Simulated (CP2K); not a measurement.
## LiF (Griceite) under changes of volume

One of the cells (8.169 Å³/atom); the others are scaled copies at fixed shape and fractional positions:

```
F Li
1.0
     2.84823    0.00000    0.00000
     1.42411    2.46664    0.00000
     1.42411    0.82221    2.32557
F Li
1 1
Direct
  0.50000 0.50000 0.50000
  0.00000 0.00000 0.00000
```

* Program: CP2K 2026.2
* Functional: LDA
* Potentials or basis: GTH_POTENTIALS F GTH-PADE-q7, Li GTH-PADE-q3; TZVP-MOLOPT-PBE-GTH basis
* Density cutoff: 10204 eV
* k mesh: 11 × 11 × 11
* Occupations: fermi-dirac, width 0.05 eV
* Spin: no spin polarisation

```csv
volume (Å³/atom),energy over the lowest point (meV/atom),pressure (GPa),gap on the mesh (eV)
7.679,0.00,-2.0,9.39
7.842,2.06,-3.6,9.19
8.006,6.44,-4.9,9.00
8.169,11.49,-6.3,8.82
8.333,?,?,?
8.496,26.00,-8.3,8.48
8.659,34.83,-9.2,8.32
```

**Question.** What does the run at 8.333 Å³/atom give?

**Answer.** Energy over the lowest point 17.97 meV/atom; pressure -7.4 GPa; gap on the mesh 8.65 eV.

Worked out: A Birch-Murnaghan fit of order 3 (a polynomial in V^(-2/3)) to the other rows has its minimum at 7.55 Å³/atom, just outside them, with B0 = V·E''(V) = 90 GPa and B' = 4.4. It gives 18.25 meV/atom at 8.333 Å³/atom, against the run's 17.97, and -dE/dV = -7.1 GPa, against -7.4. A straight line through the other rows of the gap, of slope -8.88 eV per unit of ln V (its deformation potential), gives 8.65 eV, against the run's 8.65.

Energies are extrapolated to zero smearing.

Caveats: an odd mesh through Γ misses points on the zone boundary, where band edges often lie; the basis of atomic orbitals isn't converged, which shifts pressures, moduli and gaps.
